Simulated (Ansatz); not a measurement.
# SiO2 (P3_221): the host for defect calculations, part 2 of 3

Before any defect goes in: SiO2 (P3_221) at rest, and how it screens a charge.

Ansatz 0.2.0; plane-wave PAW DFT, PBEsol; relaxation of the host's cell and atoms (the session's first sound run).

So far. Step 3 (Dielectric tensors of the host): The principal values of the electronic dielectric tensor are 2.49, 2.49 and 2.52. The principal values of the static dielectric tensor are 4.62, 4.62 and 4.85.

### Step 5. Self-consistent run

This step: plane-wave PAW DFT, PBEsol; single point of the defect-free supercell, a test of its k-points (Ansatz 0.2.0).

System of this step: SiO2 (P3_221). The cell holds 72 atoms: 24 Si and 48 O. Its edges and angles: a = 9.896 Å, b = 9.896 Å, c = 10.882 Å, α = 90.0°, β = 90.0°, γ = 120.0°.

File pristine.sampling/input.yaml:

```yaml
crystal:
  lattice:
    - [9.895973338, 0.0, 0.0]
    - [-4.947986669, 8.5701643059, 0.0]
    - [0.0, 0.0, 10.8824784213]
  atoms:
    - { symbol: Si, position: [0.0, 0.2351871553, 0.1666666666] }
    - { symbol: Si, position: [0.2648128447, 0.2648128447, 0.0] }
    - { symbol: Si, position: [0.2351871553, 0.0, 0.3333333334] }
    - { symbol: O, position: [0.0728038984, 0.3665324828, 0.2739032436] }
    - { symbol: O, position: [0.2937285843, 0.4271961016, 0.4405699104] }
    - { symbol: O, position: [0.1334675172, 0.2062714157, 0.107236577] }
    - { symbol: O, position: [0.2062714157, 0.1334675172, 0.392763423] }
    - { symbol: O, position: [0.4271961016, 0.2937285843, 0.0594300896] }
    - { symbol: O, position: [0.3665324828, 0.0728038984, 0.2260967564] }
    - { symbol: Si, position: [0.0, 0.2351871553, 0.6666666666] }
    - { symbol: Si, position: [0.2648128447, 0.2648128447, 0.5] }
    - { symbol: Si, position: [0.2351871553, 0.0, 0.8333333333] }
    - { symbol: O, position: [0.0728038984, 0.3665324828, 0.7739032436] }
    - { symbol: O, position: [0.2937285843, 0.4271961016, 0.9405699104] }
    - { symbol: O, position: [0.1334675172, 0.2062714157, 0.607236577] }
    - { symbol: O, position: [0.2062714157, 0.1334675172, 0.892763423] }
    - { symbol: O, position: [0.4271961016, 0.2937285843, 0.5594300896] }
    - { symbol: O, position: [0.3665324828, 0.0728038984, 0.7260967564] }
    - { symbol: Si, position: [0.0, 0.7351871553, 0.1666666666] }
    - { symbol: Si, position: [0.2648128447, 0.7648128447, 0.0] }
    - { symbol: Si, position: [0.2351871553, 0.5, 0.3333333334] }
    - { symbol: O, position: [0.0728038984, 0.8665324828, 0.2739032436] }
    - { symbol: O, position: [0.2937285843, 0.9271961016, 0.4405699104] }
    - { symbol: O, position: [0.1334675172, 0.7062714157, 0.107236577] }
    - { symbol: O, position: [0.2062714157, 0.6334675172, 0.392763423] }
    - { symbol: O, position: [0.4271961016, 0.7937285843, 0.0594300896] }
    - { symbol: O, position: [0.3665324828, 0.5728038984, 0.2260967564] }
    - { symbol: Si, position: [0.0, 0.7351871553, 0.6666666666] }
    - { symbol: Si, position: [0.2648128447, 0.7648128447, 0.5] }
    - { symbol: Si, position: [0.2351871553, 0.5, 0.8333333333] }
    - { symbol: O, position: [0.0728038984, 0.8665324828, 0.7739032436] }
    - { symbol: O, position: [0.2937285843, 0.9271961016, 0.9405699104] }
    - { symbol: O, position: [0.1334675172, 0.7062714157, 0.607236577] }
    - { symbol: O, position: [0.2062714157, 0.6334675172, 0.892763423] }
    - { symbol: O, position: [0.4271961016, 0.7937285843, 0.5594300896] }
    - { symbol: O, position: [0.3665324828, 0.5728038984, 0.7260967564] }
    - { symbol: Si, position: [0.5, 0.2351871553, 0.1666666666] }
    - { symbol: Si, position: [0.7648128447, 0.2648128447, 0.0] }
    - { symbol: Si, position: [0.7351871553, 0.0, 0.3333333334] }
    - { symbol: O, position: [0.5728038984, 0.3665324828, 0.2739032436] }
    - { symbol: O, position: [0.7937285843, 0.4271961016, 0.4405699104] }
    - { symbol: O, position: [0.6334675172, 0.2062714157, 0.107236577] }
    - { symbol: O, position: [0.7062714157, 0.1334675172, 0.392763423] }
    - { symbol: O, position: [0.9271961016, 0.2937285843, 0.0594300896] }
    - { symbol: O, position: [0.8665324828, 0.0728038984, 0.2260967564] }
    - { symbol: Si, position: [0.5, 0.2351871553, 0.6666666666] }
    - { symbol: Si, position: [0.7648128447, 0.2648128447, 0.5] }
    - { symbol: Si, position: [0.7351871553, 0.0, 0.8333333333] }
    - { symbol: O, position: [0.5728038984, 0.3665324828, 0.7739032436] }
    - { symbol: O, position: [0.7937285843, 0.4271961016, 0.9405699104] }
    - { symbol: O, position: [0.6334675172, 0.2062714157, 0.607236577] }
    - { symbol: O, position: [0.7062714157, 0.1334675172, 0.892763423] }
    - { symbol: O, position: [0.9271961016, 0.2937285843, 0.5594300896] }
    - { symbol: O, position: [0.8665324828, 0.0728038984, 0.7260967564] }
    - { symbol: Si, position: [0.5, 0.7351871553, 0.1666666666] }
    - { symbol: Si, position: [0.7648128447, 0.7648128447, 0.0] }
    - { symbol: Si, position: [0.7351871553, 0.5, 0.3333333334] }
    - { symbol: O, position: [0.5728038984, 0.8665324828, 0.2739032436] }
    - { symbol: O, position: [0.7937285843, 0.9271961016, 0.4405699104] }
    - { symbol: O, position: [0.6334675172, 0.7062714157, 0.107236577] }
    - { symbol: O, position: [0.7062714157, 0.6334675172, 0.392763423] }
    - { symbol: O, position: [0.9271961016, 0.7937285843, 0.0594300896] }
    - { symbol: O, position: [0.8665324828, 0.5728038984, 0.2260967564] }
    - { symbol: Si, position: [0.5, 0.7351871553, 0.6666666666] }
    - { symbol: Si, position: [0.7648128447, 0.7648128447, 0.5] }
    - { symbol: Si, position: [0.7351871553, 0.5, 0.8333333333] }
    - { symbol: O, position: [0.5728038984, 0.8665324828, 0.7739032436] }
    - { symbol: O, position: [0.7937285843, 0.9271961016, 0.9405699104] }
    - { symbol: O, position: [0.6334675172, 0.7062714157, 0.607236577] }
    - { symbol: O, position: [0.7062714157, 0.6334675172, 0.892763423] }
    - { symbol: O, position: [0.9271961016, 0.7937285843, 0.5594300896] }
    - { symbol: O, position: [0.8665324828, 0.5728038984, 0.7260967564] }
basis:
  ecutwfc: 420
  xc_grid: 2
hamiltonian:
  xc: pbesol
kpoints:
  mp_grid: { grid: [1, 1, 1], shift: [0.25, 0.25, 0.25] }
scf:
  occupations: { method: fermi_dirac, width: 0.01 }
  max_iter: 80
```

On the command line:

```
$ ansatz run input.yaml --threads 8 --pin off --max-ram 22609MiB --backend cpu --events-out ev --progress --plain --runs-dir out
```

Numbers of over 12 decimals in the logs are rounded to 6 here.

Output:

```text
[...]
Crystal: 72 atoms, lattice volume = 922.944 Å³
Basis set: ecut = 420 eV, 18049 PW (Γ), exchange–correlation on 144×144×150 points (8 copies of the dense FFT grid, shifted against one another)
Bands: 264, of which v1, the nominal top of the filled ones, is band 192 counted from 1 (191 counted from 0)
Symmetry: 8 space group operations
k-points: 1
[...]
SCF iter   1: F=—  HF=-41919.013319 eV  |F-HF|=—  |Δ(HF+E_count)|=         —  Δρ=1.18e-2  dr2=9.77e-1  ethr=1.77e-3  ⟨swp⟩=6.0  Hψ=1174  notcnv=0  defer=35
[...]
SCF iter   7: F=-41918.743906 eV  HF=-41918.743906 eV  |F-HF|=6.01e-8  |Δ(HF+E_count)|=   9.77e-8  Δρ=5.93e-6  dr2=2.22e-7  ethr=2.40e-10  ⟨swp⟩=3.0  Hψ=551  notcnv=0
SCF 1 converged in 7 iterations: F = -41918.743906 eV  dr2 = 2.22e-7
[...]
SCF converged after 7 iterations
Free energy (F): -41918.743906 eV
[...]
Internal energy: -41918.743906 eV  (E = F + TS)
E sigma→0 (E₀):  -41918.743906 eV
Fermi energy:    5.519252 eV
[...]
```

Wall time 5 s (8 threads of Arm Neoverse V2, shared host); peak memory 1.5 GiB.

This step gave:

```yaml
energy_over_dense_mesh: -1.36e-4 eV/atom
```

### Step 6. Defect free supercell relaxed from its symmetric sites

This cell, the one that will hold the defects, is built from the relaxed host. Its coarser k-points can move the atoms a little, so it is relaxed from the symmetric sites, as the reference for the test of stability.

This step: plane-wave PAW DFT, PBEsol; relaxation of the defect-free supercell from its symmetric sites (Ansatz 0.2.0).

pristine.symmetric/input.yaml, as its differences from pristine.sampling/input.yaml of step 5:

```diff
@@ -88 +88,12 @@
   max_iter: 80
+output:
+  forces: true
+relax:
+  f_tol: 0.01
+  max_steps: 60
+  escape_saddle: false
+checkpoint:
+  write: "../pristine.symmetric.run"
+  compress: false
+  write_wavefunctions: false
+  write_every: 100000
```

Output:

```text
[...]
Crystal: 72 atoms, lattice volume = 922.944 Å³
Basis set: ecut = 420 eV, 18049 PW (Γ), exchange–correlation on 144×144×150 points (8 copies of the dense FFT grid, shifted against one another)
Bands: 264, of which v1, the nominal top of the filled ones, is band 192 counted from 1 (191 counted from 0)
Symmetry: 8 space group operations
k-points: 1
[...]
SCF iter   1: F=—  HF=-41919.013319 eV  |F-HF|=—  |Δ(HF+E_count)|=         —  Δρ=1.18e-2  dr2=9.77e-1  ethr=1.77e-3  ⟨swp⟩=6.0  Hψ=1174  notcnv=0  defer=35
[...]
SCF iter   6: F=-41918.743906 eV  HF=-41918.743906 eV  |F-HF|=6.62e-7  |Δ(HF+E_count)|=   1.57e-5  Δρ=1.57e-5  dr2=1.59e-6  ethr=6.51e-10  ⟨swp⟩=4.0  Hψ=796  notcnv=0
SCF 1 converged in 6 iterations: F = -41918.743906 eV  dr2 = 1.59e-6
[...]
relax step   1: F+E_penalty+E_count = -41918.74390568 eV  Δ(F+E_penalty+E_count) = +0.000e0 eV  max|allowed force component| = 6.631e-3 eV/Å  Δτ_max = 0.0000 Å  (6 SCF iters, dr2 threshold 2.50e-6 eV, accepted)
[...]
SCF iter   3: F=-41918.743907 eV  HF=-41918.743906 eV  |F-HF|=1.54e-7  |Δ(HF+E_count)|=   1.42e-7  Δρ=2.14e-6  dr2=4.60e-8  ethr=2.60e-11  ⟨swp⟩=4.0  Hψ=721  notcnv=0
SCF 2 converged in 3 iterations: F = -41918.743907 eV  dr2 = 4.60e-8
relax step   2: F+E_penalty+E_count = -41918.74390660 eV  Δ(F+E_penalty+E_count) = -9.197e-7 eV  max|allowed force component| = 6.562e-3 eV/Å  Δτ_max = 0.0000 Å  (3 SCF iters, accepted)
SCF converged after 3 iterations
Free energy (F): -41918.743907 eV
[...]
Internal energy: -41918.743907 eV  (E = F + TS)
E sigma→0 (E₀):  -41918.743907 eV
Fermi energy:    5.519270 eV
[...]
--- Forces (eV/Å), atoms counted from 1 ---
  atom   1  Si     0.00300076     0.00060050    -0.00201603
  atom   2  Si     0.00164158     0.00319160    -0.00022018
  atom   3  Si    -0.00045989     0.00275294     0.00196241
  atom   4  O      0.00286524    -0.00621148    -0.00036491
  atom   5  O      0.00037525     0.00007934    -0.00041755
  atom   6  O     -0.00341080     0.00156296     0.00362970
  atom   7  O      0.00245483    -0.00181645    -0.00352007
  atom   8  O      0.00009601     0.00089037     0.00093235
  atom   9  O     -0.00656206    -0.00105027     0.00001475
  atom  10  Si     0.00300076     0.00060050    -0.00201603
  atom  11  Si     0.00164158     0.00319160    -0.00022018
  atom  12  Si    -0.00045989     0.00275294     0.00196241
  atom  13  O      0.00286524    -0.00621148    -0.00036491
  atom  14  O      0.00037525     0.00007934    -0.00041755
  atom  15  O     -0.00341080     0.00156296     0.00362970
  atom  16  O      0.00245483    -0.00181645    -0.00352007
  atom  17  O      0.00009601     0.00089037     0.00093235
  atom  18  O     -0.00656206    -0.00105027     0.00001475
  atom  19  Si     0.00300076     0.00060050    -0.00201603
  atom  20  Si     0.00164158     0.00319160    -0.00022018
  atom  21  Si    -0.00045989     0.00275294     0.00196241
  atom  22  O      0.00286524    -0.00621148    -0.00036491
  atom  23  O      0.00037525     0.00007934    -0.00041755
  atom  24  O     -0.00341080     0.00156296     0.00362970
  atom  25  O      0.00245483    -0.00181645    -0.00352007
  atom  26  O      0.00009601     0.00089037     0.00093235
  atom  27  O     -0.00656206    -0.00105027     0.00001475
  atom  28  Si     0.00300076     0.00060050    -0.00201603
  atom  29  Si     0.00164158     0.00319160    -0.00022018
  atom  30  Si    -0.00045989     0.00275294     0.00196241
  atom  31  O      0.00286524    -0.00621148    -0.00036491
  atom  32  O      0.00037525     0.00007934    -0.00041755
  atom  33  O     -0.00341080     0.00156296     0.00362970
  atom  34  O      0.00245483    -0.00181645    -0.00352007
  atom  35  O      0.00009601     0.00089037     0.00093235
  atom  36  O     -0.00656206    -0.00105027     0.00001475
  atom  37  Si     0.00300076     0.00060050    -0.00201603
  atom  38  Si     0.00164158     0.00319160    -0.00022018
  atom  39  Si    -0.00045989     0.00275294     0.00196241
  atom  40  O      0.00286524    -0.00621148    -0.00036491
[...]
atom  61  O      0.00245483    -0.00181645    -0.00352007
  atom  62  O      0.00009601     0.00089037     0.00093235
  atom  63  O     -0.00656206    -0.00105027     0.00001475
  atom  64  Si     0.00300076     0.00060050    -0.00201603
  atom  65  Si     0.00164158     0.00319160    -0.00022018
  atom  66  Si    -0.00045989     0.00275294     0.00196241
  atom  67  O      0.00286524    -0.00621148    -0.00036491
  atom  68  O      0.00037525     0.00007934    -0.00041755
  atom  69  O     -0.00341080     0.00156296     0.00362970
  atom  70  O      0.00245483    -0.00181645    -0.00352007
  atom  71  O      0.00009601     0.00089037     0.00093235
  atom  72  O     -0.00656206    -0.00105027     0.00001475
  max |Σ_I F_I| component: 7.35e-6 eV/Å
--- Relaxed structure (2 steps of the walk, 2 accepted, 0 SCFs on fresh bases) ---
  F+E_penalty+E_count = -41918.74390660 eV   max|allowed force component| = 6.562e-3 eV/Å
  atoms:
    - { symbol: Si, position: [-1.3877787807814457e-17, 0.235187, 0.166667] }
    - { symbol: Si, position: [0.2648128447, 0.2648128447, 5.011423375223618e-18] }
    - { symbol: Si, position: [0.2351871553, 0.0, 0.333333] }
    - { symbol: O, position: [0.072804, 0.366532, 0.273903] }
    - { symbol: O, position: [0.293729, 0.427196, 0.440570] }
    - { symbol: O, position: [0.133468, 0.206271, 0.107236577] }
    - { symbol: O, position: [0.206271, 0.133468, 0.392763] }
    - { symbol: O, position: [0.427196, 0.293729, 0.059430] }
    - { symbol: O, position: [0.366532, 0.072804, 0.226097] }
    - { symbol: Si, position: [-1.3877787807814457e-17, 0.235187, 0.666667] }
    - { symbol: Si, position: [0.2648128447, 0.2648128447, 0.500000] }
    - { symbol: Si, position: [0.2351871553, 0.0, 0.833333] }
    - { symbol: O, position: [0.072804, 0.366532, 0.773903] }
    - { symbol: O, position: [0.293729, 0.427196, 0.940570] }
    - { symbol: O, position: [0.133468, 0.206271, 0.607236577] }
    - { symbol: O, position: [0.206271, 0.133468, 0.892763] }
    - { symbol: O, position: [0.427196, 0.293729, 0.559430] }
    - { symbol: O, position: [0.366532, 0.072804, 0.726097] }
    - { symbol: Si, position: [0.0, 0.7351871553, 0.166667] }
    - { symbol: Si, position: [0.2648128447, 0.7648128447, 5.011423375223618e-18] }
    - { symbol: Si, position: [0.235187, 0.5, 0.333333] }
    - { symbol: O, position: [0.072804, 0.866532, 0.273903] }
    - { symbol: O, position: [0.293729, 0.927196, 0.440570] }
    - { symbol: O, position: [0.133468, 0.706271, 0.107236577] }
    - { symbol: O, position: [0.206271, 0.633468, 0.392763] }
    - { symbol: O, position: [0.427196, 0.793729, 0.059430] }
    - { symbol: O, position: [0.366532, 0.572804, 0.226097] }
    - { symbol: Si, position: [0.0, 0.7351871553, 0.666667] }
    - { symbol: Si, position: [0.2648128447, 0.7648128447, 0.500000] }
    - { symbol: Si, position: [0.235187, 0.5, 0.833333] }
    - { symbol: O, position: [0.072804, 0.866532, 0.773903] }
    - { symbol: O, position: [0.293729, 0.927196, 0.940570] }
    - { symbol: O, position: [0.133468, 0.706271, 0.607236577] }
    - { symbol: O, position: [0.206271, 0.633468, 0.892763] }
    - { symbol: O, position: [0.427196, 0.793729, 0.559430] }
    - { symbol: O, position: [0.366532, 0.572804, 0.726097] }
    - { symbol: Si, position: [0.5, 0.235187, 0.166667] }
    - { symbol: Si, position: [0.7648128447, 0.2648128447, 5.011423375223618e-18] }
    - { symbol: Si, position: [0.7351871553, 0.0, 0.333333] }
    - { symbol: O, position: [0.572804, 0.366532, 0.273903] }
    - { symbol: O, position: [0.793729, 0.427196, 0.440570] }
    - { symbol: O, position: [0.633468, 0.206271, 0.107236577] }
    - { symbol: O, position: [0.706271, 0.133468, 0.392763] }
    - { symbol: O, position: [0.927196, 0.293729, 0.059430] }
    - { symbol: O, position: [0.866532, 0.072804, 0.226097] }
    - { symbol: Si, position: [0.5, 0.235187, 0.666667] }
    - { symbol: Si, position: [0.7648128447, 0.2648128447, 0.500000] }
    - { symbol: Si, position: [0.7351871553, 0.0, 0.833333] }
    - { symbol: O, position: [0.572804, 0.366532, 0.773903] }
    - { symbol: O, position: [0.793729, 0.427196, 0.940570] }
    - { symbol: O, position: [0.633468, 0.206271, 0.607236577] }
    - { symbol: O, position: [0.706271, 0.133468, 0.892763] }
    - { symbol: O, position: [0.927196, 0.293729, 0.559430] }
    - { symbol: O, position: [0.866532, 0.072804, 0.726097] }
    - { symbol: Si, position: [0.5, 0.7351871553, 0.166667] }
    - { symbol: Si, position: [0.7648128447, 0.7648128447, 5.011423375223618e-18] }
    - { symbol: Si, position: [0.7351871553, 0.5, 0.333333] }
    - { symbol: O, position: [0.572804, 0.866532, 0.273903] }
    - { symbol: O, position: [0.793729, 0.927196, 0.440570] }
    - { symbol: O, position: [0.633468, 0.706271, 0.107236577] }
    - { symbol: O, position: [0.706271, 0.633468, 0.392763] }
    - { symbol: O, position: [0.927196, 0.793729, 0.059430] }
    - { symbol: O, position: [0.866532, 0.572804, 0.226097] }
    - { symbol: Si, position: [0.5, 0.7351871553, 0.666667] }
    - { symbol: Si, position: [0.7648128447, 0.7648128447, 0.500000] }
    - { symbol: Si, position: [0.7351871553, 0.5, 0.833333] }
    - { symbol: O, position: [0.572804, 0.866532, 0.773903] }
    - { symbol: O, position: [0.793729, 0.927196, 0.940570] }
    - { symbol: O, position: [0.633468, 0.706271, 0.607236577] }
    - { symbol: O, position: [0.706271, 0.633468, 0.892763] }
    - { symbol: O, position: [0.927196, 0.793729, 0.559430] }
    - { symbol: O, position: [0.866532, 0.572804, 0.726097] }
```

It took 7.7 s on 8 threads; peak memory 1.5 GiB; 55 s of CPU time.

Hardly anything moved in the relaxation; the energy changed by under 0.2 meV an atom.

[end of part 2 of 3]

[Logs are printed without paths, hosts, clocks, repeated set-up lines and the standing remarks that a program may print on its own settings, such as how far it seeks lower states.]

[Hosts, paths, dates, database ids (printed as entryN), source tags and the programs' standing remarks are cut or masked in the printed files.]

[Runs of the host that timed out are not shown.]

[For some hosts the program warned that the k-mesh of the response run may be too coarse for force constants and the static dielectric constant; such warnings are not always shown.]
